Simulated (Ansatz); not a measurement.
# How far is PAW off for Ni?

```yaml
crystal:
  lattice:
    - [2.32927, 0.00000, 0.00000]
    - [0.00000, 2.32927, 0.00000]
    - [0.00000, 0.00000, 2.32927]
  atoms:
    - { symbol: Ni, position: [0.00000, 0.00000, 0.00000] }
```

The structure comes from a relaxation in the same program, started in the sc type, and has space group Pm-3m. Whether it is a known phase or the ground state wasn't checked.

The magnetic state is the one reached from the start moments; no search over orders was made, so it needn't be the ground state.

Levels of theory: DFT, LDA, PAW with Ansatz's default frozen-core files, scalar-relativistic (Ansatz 0.2.0); DFT, LDA, all-electron LAPW, scalar-relativistic (Ansatz 0.2.0).

For PAW: a Γ-centred 16×16×16 k mesh, Fermi–Dirac smearing of 0.05 eV, cutoff 420 eV, spin-polarised from start moments Ni 1.5 μB; the PAW files were made with PBE, and the program remakes their frozen cores for this functional. LAPW targets a basis error of 0.5 meV/atom. The Ansatz runs share mesh, smearing and spin set-up. Plane-wave (PAW) pressures include the program's estimate of the Pulay term.

Stress and pressure are positive in compression.

Levels count from the Fermi level.

```json
{"quantity": "pressure (GPa)", "PAW": "-13.57", "LAPW": "-13.59"}
{"quantity": "moment of the cell (μB)", "PAW": "0.542", "LAPW": "0.541"}
{"quantity": "highest filled spin-up level at R (eV)", "PAW": "-3.245", "LAPW": "-3.245"}
{"quantity": "lowest empty spin-up level at R (eV)", "PAW": "0.441", "LAPW": "0.445"}
{"quantity": "highest filled spin-up level at X (eV)", "PAW": "-0.234", "LAPW": "-0.233"}
{"quantity": "lowest empty spin-up level at X (eV)", "PAW": "3.529", "LAPW": "3.536"}
{"quantity": "highest filled spin-up level at Γ (eV)", "PAW": "-0.325", "LAPW": "-0.324"}
{"quantity": "lowest empty spin-up level at Γ (eV)", "PAW": "19.255", "LAPW": "19.216"}
```

PAW's pressure differs from the LAPW value by +0.02 GPa.
